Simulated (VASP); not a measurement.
# NaI (Fm-3m) in VASP: a series of runs

Runs on NaI. Level: PBE. Tasks: single point.

All numbers are computed with VASP 6.6.1; they aren't measurements. Logs are shortened: lines on timing, memory, paths and dates and some standing lists are left out, and cuts for length are marked.

## 1. The crystal as given

The structure is cubic, space group Fm-3m (No. 225). The conventional cell has a = 6.473 Å, b = 6.473 Å, c = 6.473 Å, α = 90.00°, β = 90.00°, γ = 90.00°. I (site symmetry m-3m) is surrounded by 6 Na at 3.24 Å. Na (site symmetry m-3m) has 6 I at 3.24 Å as nearest neighbours.

## 2. Single point, PBE

INCAR reads:

```
SYSTEM = NaI
PREC = Normal ; ENCUT = 450
EDIFF = 1E-6 ; ISMEAR = 0
SIGMA = 0.05 ; LREAL = .FALSE.
LASPH = .TRUE. ; NELM = 100
ALGO = Normal ; ISIF = 2
LWAVE = .FALSE. ; LCHARG = .FALSE.
GGA = PE ; NBANDS = 14
ADDGRID = .FALSE.
```

KPOINTS reads:

```
Automatic mesh
0
G
  5 5 5
  0 0 0
```

POSCAR reads:

```
NaI
1.0
    0.0000000000      3.2364000000      3.2364000000
    3.2364000000      0.0000000000      3.2364000000
    3.2364000000      3.2364000000      0.0000000000
I Na
1 1
Direct
    0.5000000000      0.5000000000      0.5000000000
    0.0000000000      0.0000000000      0.0000000000
```

Potentials or basis: VASP PAW PBE potentials, release 64 (I, Na_pv).

Started as:

```
$ cat potpaw_PBE.64/I/POTCAR potpaw_PBE.64/Na_pv/POTCAR > POTCAR
$ mpirun -np 1 vasp_std > vasp.out
```

OUTCAR:

```text
SYSTEM = NaI
   PREC = Normal
   ENCUT = 450
   EDIFF = 1E-6
   ISMEAR = 0
   LREAL = .FALSE.
   LASPH = .TRUE.
   NELM = 100
   ISIF = 2
   GGA = PE

 Found     10 irreducible k-points:

 Following reciprocal coordinates:
            Coordinates               Weight
  0.000000  0.000000  0.000000      1.000000
  0.200000  0.000000  0.000000      8.000000
  0.400000  0.000000  0.000000      8.000000
  0.200000  0.200000  0.000000      6.000000
  0.400000  0.200000  0.000000     24.000000
 -0.400000  0.200000  0.000000     24.000000
   k-points           NKPTS =     10   k-points in BZ     NKDIM =     10   number of bands    NBANDS=     14
   number of dos      NEDOS =    301   number of ions     NIONS =      2
   total plane-waves  NPLWV =  13824
   dimension x,y,z NGX =    24 NGY =   24 NGZ =   24
   dimension x,y,z NGXF=    48 NGYF=   48 NGZF=   48
   ions per type =               1   1
   NGX,Y,Z   is equivalent  to a cutoff of   8.72,  8.72,  8.72 a.u.
   NGXF,Y,Z  is equivalent  to a cutoff of  17.43, 17.43, 17.43 a.u.
 SYSTEM =  NaI
   PREC   = normal    normal or accurate (medium, high low for compatibility)
   ISTART =      0    job   : 0-new  1-cont  2-samecut
   ICHARG =      2    charge: 1-file 2-atom 10-const
   ISPIN  =      1    spin polarized calculation?
   LNONCOLLINEAR =      F non collinear calculations
   LSORBIT =      F    spin-orbit coupling
   LASPH  =      T    aspherical Exc in radial PAW
   ENCUT  =  450.0 eV  33.07 Ry    5.75 a.u.   7.92  7.92  7.92*2*pi/ulx,y,z
   NELM   =    100;   NELMIN=  2; NELMDL= -5     # of ELM steps
   EDIFF  = 0.1E-05   stopping-criterion for ELM
   LREAL  =      F    real-space projection
   EDIFFG = 0.1E-04   stopping-criterion for IOM
   NSW    =      0    number of steps for IOM
   IBRION =     -1    ionic relax: 0-MD 1-quasi-New 2-CG
   NFREE  =      0    steps in history (QN), initial steepest desc. (CG)
   ISIF   =      2    stress and relaxation
   ISYM   =      2    0-nonsym 1-usesym 2-fastsym
   POTIM  = 0.5000    time-step for ionic-motion
   TEBEG  =    0.0;   TEEND  =   0.0 temperature during run
   PSTRESS=    0.0 pullay stress
   NELECT =      14.0000    total number of electrons
   NUPDOWN=      -1.0000    fix difference up-down
   EMIN   =  10.00;   EMAX   =-10.00  energy-range for DOS
   EFERMI =   0.00;   METHOD = LEGACY
   ISMEAR =     0;   SIGMA  =   0.05  broadening in eV -4-tet -1-fermi 0-gaus
   EFERMI_NEDOS =   21; number of points for ismear=-14 and -15
   IALGO  =     38    algorithm
   IMIX   =      4    mixing-type and parameters
     AMIX     =   0.40;   BMIX     =  1.00
     AMIX_MAG =   1.60;   BMIX_MAG =  1.00
  volume/ion in A,a.u.               =      33.90       228.76
  Fermi-wavevector in a.u.,A,eV,Ry     =   0.967636  1.828567 12.739397  0.936319
  Thomas-Fermi vector in A             =   2.097538
   LORBIT       =      0    0 simple, 1 ext, 2 COOP (PROOUT), +10 PAW based schemes
   GGA     = PE    functional components
   LHFCALC =     F    Hartree Fock is set to
   AEXX    =    0.0000 exact exchange contribution
   IVDW    =     0    specifies the selected vdW correction
   LEPSILON=     F    determine dielectric tensor
   LRPA    =     F    only Hartree local field effects (RPA)
 non-spin polarized calculation
 Gauss-broadening in eV      SIGMA  =   0.05
  energy-cutoff  :      450.00
  volume of cell :       67.80
 maximum number of plane-waves:      1479
   NGX = 15   NGY = 15   NGZ = 15

 number of electron      13.9999925 magnetization

 Free energy of the ion-electron system (eV)
  ---------------------------------------------------
  ext. energy  EPLUGINS =         0.00000000
  ---------------------------------------------------
  free energy    TOTEN  =        -5.38412084 eV

  energy without entropy =       -5.38412084  energy(sigma->0) =       -5.38412084

 E-fermi :   1.1140     XC(G=0):  -7.7046

 val. band max:        0.8074262467   @ k =   0.0000   0.0000   0.0000
 cond. band min:       4.4472120269   @ k =   0.0000   0.0000   0.0000
 fundamental gap:      3.6397857803
 Fermi energy:         1.1139527107

 k-point     1 :       0.0000    0.0000    0.0000
  band No.  band energies     occupation
      1     -21.6328      2.00000
      2     -21.6327      2.00000
      3     -21.6327      2.00000
      4     -10.2098      2.00000
      5       0.8074      2.00000
      6       0.8074      2.00000
      7       0.8074      2.00000
      8       4.4472      0.00000
      9       8.7365      0.00000
     10       8.7365      0.00000
     11       8.7365      0.00000
     12      10.5546      0.00000
     13      10.5546      0.00000
     14      11.2430      0.00000

 k-point     2 :       0.2000    0.0000    0.0000
  band No.  band energies     occupation
      1     -21.6346      2.00000
      2     -21.6329      2.00000
      3     -21.6328      2.00000
      4     -10.1069      2.00000
      5      -0.1524      2.00000
      6       0.7045      2.00000
      7       0.7045      2.00000
      8       5.4782      0.00000
      9       8.2202      0.00000
     10       8.8985      0.00000
     11       8.8986      0.00000
     12      10.0920      0.00000
     13      10.0920      0.00000
     14      11.4582      0.00000

 k-point     3 :       0.4000    0.0000    0.0000
  band No.  band energies     occupation
      1     -21.6376      2.00000
      2     -21.6331      2.00000
      3     -21.6330      2.00000
      4      -9.9281      2.00000
      5      -1.2181      2.00000
      6       0.5509      2.00000
      7       0.5509      2.00000
      8       5.9169      0.00000
      9       8.3457      0.00000
     10       8.3459      0.00000
     11       9.2600      0.00000
     12      10.9294      0.00000
     13      11.8639      0.00000
     14      11.8639      0.00000

 k-point     4 :       0.2000    0.2000    0.0000
  band No.  band energies     occupation
      1     -21.6343      2.00000
      2     -21.6333      2.00000
      3     -21.6333      2.00000
      4     -10.0754      2.00000
      5      -0.1262      2.00000
      6       0.5201      2.00000
      7       0.5201      2.00000
      8       5.8338      0.00000
      9       7.4935      0.00000
     10       8.5476      0.00000
     11       9.5945      0.00000
     12       9.5945      0.00000
     13      10.9976      0.00000
     14      13.2533      0.00000

 k-point     5 :       0.4000    0.2000    0.0000
  band No.  band energies     occupation
      1     -21.6364      2.00000
      2     -21.6337      2.00000
      3     -21.6336      2.00000
      4      -9.9253      2.00000
      5      -0.8800      2.00000
      6       0.2119      2.00000
      7       0.3524      2.00000
      8       6.3749      0.00000
      9       7.5034      0.00000
     10       8.1608      0.00000
     11       9.4000      0.00000
     12      11.0845      0.00000
     13      12.4327      0.00000
     14      12.9258      0.00000

 k-point     6 :      -0.4000    0.2000    0.0000
  band No.  band energies     occupation
      1     -21.6372      2.00000
      2     -21.6343      2.00000
      3     -21.6334      2.00000
      4      -9.8623      2.00000
      5      -1.1200      2.00000
      6      -0.0882      2.00000
      7       0.4147      2.00000
      8       6.6604      0.00000
      9       7.4637      0.00000
     10       8.8794      0.00000
     11       9.1967      0.00000
     12      11.5477      0.00000
     13      11.7272      0.00000
     14      12.7239      0.00000

 [... further k-points ...]

------------------------ aborting loop because EDIFF is reached ----------------------------------------

  FORCE on cell =-STRESS in cart. coord.  units (eV):
  Direction    XX          YY          ZZ          XY          YZ          ZX
  --------------------------------------------------------------------------------------
  -------------------------------------------------------------------------------------
  Total        0.1634637      0.1634637      0.1634637      0.0000000      0.0000000      0.0000000
  in kB        3.8629171      3.8629171      3.8629171      0.0000000      0.0000000      0.0000000
  external PRESSURE =       3.8629171 kB  Pullay stress =       0.0000000 kB

 VOLUME and BASIS-vectors are now :
 -----------------------------------------------------------------------------
  energy-cutoff  :      450.00
  volume of cell :       67.80
      direct lattice vectors                 reciprocal lattice vectors
     0.000000000  3.236400000  3.236400000    -0.154492646  0.154492646  0.154492646
     3.236400000  0.000000000  3.236400000     0.154492646 -0.154492646  0.154492646
     3.236400000  3.236400000  0.000000000     0.154492646  0.154492646 -0.154492646

 POSITION                                       TOTAL-FORCE (eV/Angst)
 -----------------------------------------------------------------------------------
      3.23640      3.23640      3.23640        -0.000000      0.000000      0.000000
      0.00000      0.00000      0.00000         0.000000     -0.000000     -0.000000
 -----------------------------------------------------------------------------------
    total drift:                                0.000000     -0.000000     -0.000000

  FREE ENERGIE OF THE ION-ELECTRON SYSTEM (eV)
  ---------------------------------------------------
  free  energy   TOTEN  =        -5.3841208420 eV

  energy  without entropy=       -5.3841208420  energy(sigma->0) =       -5.38412084
```

Wall time 6.5 s (1 thread of Intel Xeon Platinum 8488C (Sapphire Rapids), shared host); peak memory 0.13 GiB.

The run converged, but some of its settings lie outside the range that counts as converged, so its numbers aren't taken as properties of the crystal.

What came out:

| Item | Value |
| --- | --- |
| Free energy | -5.3841 eV |
| Pressure | 0.4 GPa |
| Band gap on the k mesh | 3.64 eV, direct |

Caveat: spin-orbit coupling is left out, which moves the levels of the heavy elements.

## 3. Single point, PBE

INCAR reads:

```
SYSTEM = NaI
PREC = Accurate ; ENCUT = 450
EDIFF = 1E-6 ; ISMEAR = 0
SIGMA = 0.05 ; LREAL = Auto
LASPH = .TRUE. ; NELM = 100
ALGO = Normal ; ISIF = 2
LWAVE = .FALSE. ; LCHARG = .FALSE.
GGA = PE ; NBANDS = 14
ADDGRID = .FALSE.
```

KPOINTS is that of step 2.

POSCAR is that of step 2.

Potentials or basis: VASP PAW PBE potentials, release 64 (I, Na_pv).

Started as:

```
$ cat potpaw_PBE.64/I/POTCAR potpaw_PBE.64/Na_pv/POTCAR > POTCAR
$ mpirun -np 1 vasp_std > vasp.out
```

OUTCAR:

```text
SYSTEM = NaI
   PREC = Accurate
   ENCUT = 450
   EDIFF = 1E-6
   ISMEAR = 0
   LREAL = Auto
   LASPH = .TRUE.
   NELM = 100
   ISIF = 2
   GGA = PE

 Found     10 irreducible k-points:

 Following reciprocal coordinates:
            Coordinates               Weight
  0.000000  0.000000  0.000000      1.000000
  0.200000  0.000000  0.000000      8.000000
  0.400000  0.000000  0.000000      8.000000
  0.200000  0.200000  0.000000      6.000000
  0.400000  0.200000  0.000000     24.000000
[... 179 lines left out ...]
------------------------ aborting loop because EDIFF is reached ----------------------------------------

  FORCE on cell =-STRESS in cart. coord.  units (eV):
  Direction    XX          YY          ZZ          XY          YZ          ZX
  --------------------------------------------------------------------------------------
  -------------------------------------------------------------------------------------
  Total        0.1975700      0.1975700      0.1975700     -0.0000000      0.0000000      0.0000000
  in kB        4.6689042      4.6689042      4.6689042     -0.0000000      0.0000000      0.0000000
  external PRESSURE =       4.6689042 kB  Pullay stress =       0.0000000 kB

 VOLUME and BASIS-vectors are now :
 -----------------------------------------------------------------------------
  energy-cutoff  :      450.00
  volume of cell :       67.80
      direct lattice vectors                 reciprocal lattice vectors
     0.000000000  3.236400000  3.236400000    -0.154492646  0.154492646  0.154492646
     3.236400000  0.000000000  3.236400000     0.154492646 -0.154492646  0.154492646
     3.236400000  3.236400000  0.000000000     0.154492646  0.154492646 -0.154492646

 POSITION                                       TOTAL-FORCE (eV/Angst)
 -----------------------------------------------------------------------------------
      3.23640      3.23640      3.23640        -0.000000      0.000000      0.000000
      0.00000      0.00000      0.00000         0.000000     -0.000000      0.000000
 -----------------------------------------------------------------------------------
    total drift:                                0.000000     -0.000000     -0.000000

  FREE ENERGIE OF THE ION-ELECTRON SYSTEM (eV)
  ---------------------------------------------------
  free  energy   TOTEN  =        -5.3846339241 eV

  energy  without entropy=       -5.3846339241  energy(sigma->0) =       -5.38463392
```

Wall time 11 s (1 thread of Intel Xeon Platinum 8488C (Sapphire Rapids), shared host); peak memory 0.17 GiB.

These settings aren't checked as converged: the numbers below hold their error.

Results:

```yaml
Free_energy: -5.3846 eV
Pressure: 0.5 GPa
Band_gap_on_the_k_mesh: 3.64 eV, direct
```

Caveat: spin-orbit coupling is left out, which moves the levels of the heavy elements.

## 4. Single point, PBE

INCAR reads:

```
SYSTEM = NaI
PREC = Accurate ; ENCUT = 450
EDIFF = 0.01 ; ISMEAR = 0
SIGMA = 0.05 ; LREAL = .FALSE.
LASPH = .TRUE. ; NELM = 100
ALGO = Normal ; ISIF = 2
LWAVE = .FALSE. ; LCHARG = .FALSE.
GGA = PE ; NBANDS = 14
ADDGRID = .FALSE.
```

KPOINTS is that of step 3.

POSCAR is that of step 3.

Started as:

```
$ cat potpaw_PBE.64/I/POTCAR potpaw_PBE.64/Na_pv/POTCAR > POTCAR
$ mpirun -np 1 vasp_std > vasp.out
```

Wall time 7 s (1 thread of Intel Xeon Platinum 8488C (Sapphire Rapids), shared host); peak memory 0.17 GiB.

These settings aren't checked as converged: the numbers below hold their error.

What came out:

```
Free energy            : -5.3820 eV
Pressure               : 0.8 GPa
Band gap on the k mesh : 3.59 eV, direct
```

Caveat: spin-orbit coupling is left out, which moves the levels of the heavy elements.

## 5. Single point, PBE

Edit INCAR of step 4 so:

```diff
@@ -2,3 +2,3 @@
 PREC = Accurate ; ENCUT = 450
-EDIFF = 0.01 ; ISMEAR = 0
+EDIFF = 0.001 ; ISMEAR = 0
 SIGMA = 0.05 ; LREAL = .FALSE.
```

KPOINTS is that of step 4.

POSCAR is that of step 4.

Potentials or basis: VASP PAW PBE potentials, release 64 (I, Na_pv).

Started as:

```
$ cat potpaw_PBE.64/I/POTCAR potpaw_PBE.64/Na_pv/POTCAR > POTCAR
$ mpirun -np 1 vasp_std > vasp.out
```

OUTCAR:

```text
SYSTEM = NaI
   PREC = Accurate
   ENCUT = 450
   EDIFF = 0.001
   ISMEAR = 0
   LREAL = .FALSE.
   LASPH = .TRUE.
   NELM = 100
   ISIF = 2
   GGA = PE

 Found     10 irreducible k-points:

 Following reciprocal coordinates:
            Coordinates               Weight
  0.000000  0.000000  0.000000      1.000000
  0.200000  0.000000  0.000000      8.000000
  0.400000  0.000000  0.000000      8.000000
  0.200000  0.200000  0.000000      6.000000
  0.400000  0.200000  0.000000     24.000000
 -0.400000  0.200000  0.000000     24.000000
   k-points           NKPTS =     10   k-points in BZ     NKDIM =     10   number of bands    NBANDS=     14
   number of dos      NEDOS =    301   number of ions     NIONS =      2
   total plane-waves  NPLWV =  32768
   dimension x,y,z NGX =    32 NGY =   32 NGZ =   32
   dimension x,y,z NGXF=    64 NGYF=   64 NGZF=   64
   ions per type =               1   1
   NGX,Y,Z   is equivalent  to a cutoff of  11.62, 11.62, 11.62 a.u.
   NGXF,Y,Z  is equivalent  to a cutoff of  23.25, 23.25, 23.25 a.u.
 SYSTEM =  NaI
   PREC   = accura    normal or accurate (medium, high low for compatibility)
   ISTART =      0    job   : 0-new  1-cont  2-samecut
   ICHARG =      2    charge: 1-file 2-atom 10-const
   ISPIN  =      1    spin polarized calculation?
   LNONCOLLINEAR =      F non collinear calculations
   LSORBIT =      F    spin-orbit coupling
   LASPH  =      T    aspherical Exc in radial PAW
[... 71 lines left out ...]
     12      10.5548      0.00000
     13      10.5548      0.00000
     14      11.2349      0.00000
[... 71 lines left out ...]
      1     -21.6310      2.00000
      2     -21.6281      2.00000
      3     -21.6272      2.00000
      4      -9.8642      2.00000
      5      -1.1214      2.00000
      6      -0.0896      2.00000
      7       0.4134      2.00000
      8       6.6578      0.00000
      9       7.4619      0.00000
     10       8.8787      0.00000
     11       9.1928      0.00000
     12      11.5461      0.00000
     13      11.7264      0.00000
     14      12.7218      0.00000

 [... further k-points ...]

------------------------ aborting loop because EDIFF is reached ----------------------------------------

  FORCE on cell =-STRESS in cart. coord.  units (eV):
  Direction    XX          YY          ZZ          XY          YZ          ZX
  --------------------------------------------------------------------------------------
  -------------------------------------------------------------------------------------
  Total        0.1362113      0.1362113      0.1362113     -0.0000000     -0.0000000     -0.0000000
  in kB        3.2188969      3.2188969      3.2188969     -0.0000000     -0.0000000     -0.0000000
  external PRESSURE =       3.2188969 kB  Pullay stress =       0.0000000 kB

 VOLUME and BASIS-vectors are now :
 -----------------------------------------------------------------------------
  energy-cutoff  :      450.00
  volume of cell :       67.80
      direct lattice vectors                 reciprocal lattice vectors
     0.000000000  3.236400000  3.236400000    -0.154492646  0.154492646  0.154492646
     3.236400000  0.000000000  3.236400000     0.154492646 -0.154492646  0.154492646
     3.236400000  3.236400000  0.000000000     0.154492646  0.154492646 -0.154492646

 POSITION                                       TOTAL-FORCE (eV/Angst)
 -----------------------------------------------------------------------------------
      3.23640      3.23640      3.23640         0.000000      0.000000      0.000000
      0.00000      0.00000      0.00000         0.000000      0.000000      0.000000
 -----------------------------------------------------------------------------------
    total drift:                                0.000000     -0.000000     -0.000000

  FREE ENERGIE OF THE ION-ELECTRON SYSTEM (eV)
  ---------------------------------------------------
  free  energy   TOTEN  =        -5.3840484268 eV

  energy  without entropy=       -5.3840484268  energy(sigma->0) =       -5.38404843
```

stdout:

```text
POSCAR found type information on POSCAR I Na
 POSCAR found :  2 types and       2 ions
 scaLAPACK will be used
 LDA part: xc-table for (Slater+PW92), standard interpolation
 POSCAR, INCAR and KPOINTS ok, starting setup
 FFT: planning ... GRIDC
 FFT: planning ... GRID_SOFT
 FFT: planning ... GRID
 WAVECAR not read
 entering main loop
```

It took 7.5 s on 1 thread of Intel Xeon Platinum 8488C (Sapphire Rapids), shared host; peak memory 0.17 GiB.

The run converged, but some of its settings lie outside the range that counts as converged, so its numbers aren't taken as properties of the crystal.

Results:

```
Free energy            : -5.3840 eV
Pressure               : 0.3 GPa
Band gap on the k mesh : 3.64 eV, direct
```

Caveat: spin-orbit coupling is left out, which moves the levels of the heavy elements.

(Part 1 of 2 ends here.)
